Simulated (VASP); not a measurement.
A run of VASP 6.6.1:

The input POSCAR:

```
BAs
1.0
    0.0000000000      2.3885000000      2.3885000000
    2.3885000000      0.0000000000      2.3885000000
    2.3885000000      2.3885000000      0.0000000000
As B
1 1
Direct
    0.7500000000      0.7500000000      0.7500000000
    0.0000000000      0.0000000000      0.0000000000
```

The input INCAR.step1:

```
PREC = Accurate ; ENCUT = 600
EDIFF = 1E-5 ; ISMEAR = -1
SIGMA = 0.05 ; LREAL = F
LASPH = T ; NELM = 60
ALGO = Normal ; LWAVE = T
LCHARG = F ; GGA = PE
```

File INCAR.step2:

```
PREC = Accurate ; ENCUT = 600
EDIFF = 1E-6 ; ISMEAR = -1
SIGMA = 0.05 ; LREAL = F
LASPH = T ; NELM = 60
ALGO = Normal ; ISIF = 3
LWAVE = F ; LCHARG = F
GGA = PS ; LHFCALC = T
HFSCREEN = 0.2 ; PRECFOCK = Fast
IBRION = 2 ; NSW = 60
EDIFFG = -0.01 ; ISTART = 1
```

KPOINTS

```
Automatic mesh
0
Gamma
  5 5 5
```

Potentials or basis: VASP PAW PBE potentials, release 64 (As, B).

Run with:

```console
$ cat potpaw_PBE.64/As/POTCAR potpaw_PBE.64/B/POTCAR > POTCAR
$ cp INCAR.step1 INCAR
$ mpirun -np 1 vasp_std > vasp.out
$ cp INCAR.step2 INCAR
$ mpirun -np 1 vasp_std > vasp.out
```

Hardware: 1 thread of Intel(R) Xeon(R) Platinum 8488C (Sapphire Rapids), with other jobs on the host.

Q: How long does it take, and how much memory?

A: Wall time 3 min on 1 thread of Intel(R) Xeon(R) Platinum 8488C (Sapphire Rapids), on a shared host, peak memory 0.26 GiB. Counts: scf iterations 28, k points 10, ion steps 3.
